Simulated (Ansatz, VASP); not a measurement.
# Ca: VASP beside Ansatz

Contents of INCAR:

```
PREC = Accurate
ENCUT = 520
EDIFF = 1E-6
ISMEAR = 0
SIGMA = 0.1
LREAL = False
LASPH = True
NELM = 60
ALGO = Normal
ISIF = 2
LWAVE = False
LCHARG = False
GGA = PS
NBANDS = 17
```

Contents of KPOINTS:

```
Automatic mesh
0
Gamma
  4 4 2
```

POSCAR

```
Ca
1.0
    1.9878187586     -3.4190848339     -0.0145372383
    1.9343703722      3.3880549926      0.0336219715
    0.0315086931      0.0461602981      6.4572989861
Ca
2
Direct
    0.8297857549      0.1571558904      0.2517191276
    0.1718631564      0.8350194344      0.7524883686
```

Input for Ansatz:

```yaml
crystal:
  lattice:
    - [1.9878187586, -3.4190848339, -0.0145372383]
    - [1.9343703722, 3.3880549926, 0.0336219715]
    - [0.0315086931, 0.0461602981, 6.4572989861]
  atoms:
    - { symbol: Ca, position: [0.8297857549, 0.1571558904, 0.2517191276] }
    - { symbol: Ca, position: [0.1718631564, 0.8350194344, 0.7524883686] }
basis:
  ecutwfc: 420
kpoints:
  mp_grid: { grid: [4, 4, 2] }
hamiltonian:
  xc: pbesol
scf:
  occupations: { method: gaussian, width: 0.1 }
output:
  forces: true
  stress: true
  eigenvalues: true
```

Change from the starting cell: kmesh displaced: [4, 4, 2] Gamma-centred.

Alike in both runs: task single point; functional PBEsol; k mesh 4 × 4 × 2; occupations gaussian, width 0.1 eV; no spin polarisation.

|  | VASP | Ansatz |
| --- | --- | --- |
| version | VASP 6.6.1 | Ansatz 0.2.0 |
| potentials or method | VASP PAW PBE potentials, release 64 (Ca_sv) | scalar-relativistic, plane waves, PAW |
| plane-wave cutoff (eV) | 520 | 420 |
| valence electrons in the cell | 20 | 20 |

```tsv
	VASP	Ansatz	Ansatz less VASP
gap on the k mesh at the Fermi level (eV)	none	none	-
pressure (GPa)	-0.8	-0.8	-0.01
largest component of the traceless stress (GPa)	1.30	1.30	-0.003
rms of the force components (eV/Å)	0.005	0.005	0.0000
```

Atom by atom the forces differ by 0.000 eV/Å (rms over components). A gap of «none» marks a metal or a gap that the smearing closes.

Caveats: the k mesh is coarse (spacing up to 0.49 Å⁻¹), so the values aren't converged; the PAW data sets were made with another functional, which shifts forces and pressure a little (VASP).
